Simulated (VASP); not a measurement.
A run of VASP 6.6.1 is set up as follows.

POSCAR

```
KF
1.0
    3.2589550000      0.0000000000      0.0000000000
    0.0000000000      3.2589550000      0.0000000000
    0.0000000000      0.0000000000      3.2589550000
K F
1 1
Direct
    0.0000000000      0.0000000000      0.0000000000
    0.5000000000      0.5000000000      0.5000000000
```

Contents of INCAR.step1:

```
PREC     = Accurate       # precision mode
ENCUT    = 500            # plane-wave cutoff, eV
EDIFF    = 1E-8           # SCF threshold, eV
ISMEAR   = 0              # smearing method
SIGMA    = 0.01           # smearing width, eV
LREAL    = False          # projectors in reciprocal space
LASPH    = True           # aspherical terms in the spheres
NELM     = 100            # most SCF steps
ALGO     = Normal         # electronic algorithm
LWAVE    = True           # write WAVECAR
LCHARG   = False          # write CHGCAR
METAGGA  = R2SCAN         # meta-GGA
LMIXTAU  = True
```

File INCAR.step2:

```
PREC     = Accurate       # precision mode
ENCUT    = 500            # plane-wave cutoff, eV
EDIFF    = 1E-8           # SCF threshold, eV
ISMEAR   = 0              # smearing method
SIGMA    = 0.01           # smearing width, eV
LREAL    = False          # projectors in reciprocal space
LASPH    = True           # aspherical terms in the spheres
NELM     = 1              # most SCF steps
ALGO     = Exact          # electronic algorithm
LWAVE    = True           # write WAVECAR
LCHARG   = False          # write CHGCAR
METAGGA  = R2SCAN         # meta-GGA
LMIXTAU  = True         
NBANDS   = 54             # bands
LOPTICS  = True           # frequency-dependent dielectric function
ISTART   = 1
```

Contents of INCAR.step3:

```
PREC     = Accurate       # precision mode
ENCUT    = 500            # plane-wave cutoff, eV
EDIFF    = 1E-8           # SCF threshold, eV
ISMEAR   = 0              # smearing method
SIGMA    = 0.01           # smearing width, eV
LREAL    = False          # projectors in reciprocal space
LASPH    = True           # aspherical terms in the spheres
ALGO     = EVGW0          # electronic algorithm
LWAVE    = False          # write WAVECAR
LCHARG   = False          # write CHGCAR
METAGGA  = R2SCAN         # meta-GGA
LMIXTAU  = True         
NELMGW   = 1            
NBANDS   = 54             # bands
ENCUTGW  = 100            # cutoff of the response function
NOMEGA   = 64             # frequency points
PRECFOCK = Fast         
ISTART   = 1            
NBANDSGW = 16
```

The input KPOINTS:

```
regular mesh
0
Gamma
  5 5 5
```

Potentials or basis: VASP PAW PBE potentials, release 64 (K_sv_GW, F_GW).

Run with:

```console
$ cat potpaw_PBE.64/K_sv_GW/POTCAR potpaw_PBE.64/F_GW/POTCAR > POTCAR
$ cp INCAR.step1 INCAR
$ mpirun -np 1 vasp_std > vasp.out
$ cp INCAR.step2 INCAR
$ mpirun -np 1 vasp_std > vasp.out
$ cp INCAR.step3 INCAR
$ mpirun -np 1 vasp_std > vasp.out
```

(1) Predict the quasiparticle gap.

(2) Predict the least direct quasiparticle gap.

(3) What does it give for the band gap on the k mesh, mean-field level?

Answers

(1) 10.11 eV.

(2) 10.14 eV.

(3) 7.19 eV, indirect (least direct gap 7.21 eV).

Caveat: bands, screening cutoff and mesh are small and nothing is extrapolated, so the quasiparticle values aren't converged; an odd mesh through Γ misses points on the zone boundary, where band edges often lie.
